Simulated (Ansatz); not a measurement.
Relaxed bulk SnSe:

```yaml
crystal:
  lattice:
    - [0.00000, 2.97275, 2.97275]
    - [2.97275, 0.00000, 2.97275]
    - [2.97275, 2.97275, 0.00000]
  atoms:
    - { symbol: Sn, position: [0.00000, 0.00000, 0.00000] }
    - { symbol: Se, position: [0.50000, 0.50000, 0.50000] }
```

Miller indices refer to the conventional cell of Fm-3m (No. 225), a = 5.946 Å, b = 5.946 Å, c = 5.946 Å, α = 90.00°, β = 90.00°, γ = 90.00°.

The (111) slab of 8 planes, 12.0 Å thick with 15 Å of vacuum as cut; outer planes Sn (top) and Se (bottom).

Theory: DFT PBEsol, scalar-relativistic, plane waves, PAW (Ansatz 0.2.0). Plane waves to 420 eV, a k mesh through Γ of 9×9×1 on the computed 8-atom cell and Gaussian smearing (0.05 eV); no spin polarisation. A dipole correction removes the field between periodic images along c.

The slab's middle planes relax by over 3 % too, so it holds no bulk-like region.

Results for the relaxed slab:

For the relaxed slab, the surface energy (mean of both faces) is 0.59 J/m², the work function is 3.64 eV (top), 5.52 eV (bottom) and the dipole of the slab along +c, per cell is 0.16 e·Å.

Relaxation lowers the energy by 0.387 J/m² a face; the largest move is 0.385 Å.

| plane (bottom to top) | atoms | spacing to next, bulk (Å) | relaxed (Å) | change (%) |
| --- | --- | --- | --- | --- |
| 1 | Se | 1.716 | 1.361 | -20.7 |
| 2 | Sn | 1.716 | 2.179 | +27.0 |
| 3 | Se | 1.716 | 1.423 | -17.1 |
| 4 | Sn | 1.716 | 2.148 | +25.2 |
| 5 | Se | 1.716 | 1.430 | -16.7 |
| 6 | Sn | 1.716 | 2.132 | +24.2 |
| 7 | Se | 1.716 | 1.426 | -16.9 |
| 8 | Sn |  |  |  |

The smearing is narrow for a metal on this mesh.

The reference crystal is the rock-salt form of SnSe, which isn't its usual structure.